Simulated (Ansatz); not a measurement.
SnSe2 in the CdCl2-type structure, relaxed with r2SCAN+rVV10: 6 runs in the PAW code Ansatz, each a construction of maximally localised Wannier functions. Space group R-3m (No. 166), trigonal; conventional cell a = 3.825 Å, c = 19.005 Å, 26.75 Å³ an atom. Sn has 6 Se at 2.71 Å; Se has 3 Sn at 2.71 Å. The calculation is spin-unpolarised, and the structure need not be a phase that has been made.

```
Sn Se
1.0
     1.91229    1.10406    6.33509
    -1.91229    1.10406    6.33509
     0.00000   -2.20812    6.33509
Sn Se
1 2
Direct
  0.00000 0.00000 0.00000
  0.25056 0.25056 0.25056
  0.74944 0.74944 0.74944
```

Windows count from the top of the filled bands; a dash means that no such window was set (without an outer window there is no disentanglement). Rows marked drawn have settings drawn at random (some not listed).

```
functional  SCF mesh             trial orbitals  functions   mesh  window (eV)  frozen (eV)  settings  Ω total (Å²)  Ω invariant (Å²)  largest spread (Å²)  least projectability  interpolation miss of the model's filled bands (eV, to the nearest computed level)
       PBE     6×6×6                 Se s, Se p          8  4×4×4            –            –    chosen         14.14             12.48                 1.80                  0.57                                                                               0.261
    r2SCAN     6×6×6                 Se s, Se p          8  6×6×6            –            –    chosen         14.85             13.29                 1.91                  0.59                                                                               0.084
     HSE06     6×6×6                 Se s, Se p          8  6×6×6            –            –    chosen         14.64             13.13                 1.89                  0.61                                                                                   –
       PBE     6×6×6  Se s, Se p (plain search)          8  6×6×6            –            –     drawn         16.66             13.82                 2.82                  0.57                                                                               0.096
```

Task: Estimate from these rows what the further settings give.

| functional | SCF mesh | trial orbitals | functions | mesh | window (eV) | frozen (eV) | settings |
| --- | --- | --- | --- | --- | --- | --- | --- |
| PBE | 6×6×6 | Se s, Se p | 8 | 8×8×8 | – | – | chosen |
| PBE | 6×6×6 | Se s, Se p | 8 | 6×6×6 | – | – | chosen |

Result:
```csv
functional,SCF mesh,trial orbitals,functions,mesh,window (eV),frozen (eV),settings,Ω total (Å²),Ω invariant (Å²),largest spread (Å²),least projectability,"interpolation miss of the model's filled bands (eV, to the nearest computed level)"
PBE,6×6×6,"Se s, Se p",8,8×8×8,–,–,chosen,15.98,14.43,2.07,0.57,0.051
PBE,6×6×6,"Se s, Se p",8,6×6×6,–,–,chosen,15.42,13.82,1.99,0.57,0.101
```

For Se s, Se p with PBE the spread goes 14.14 Å² (4×4×4), 15.42 Å² (6×6×6), 15.98 Å² (8×8×8).

No spin-orbit coupling is included; it can move band edges with weight on the heavy atoms by tenths of an eV.
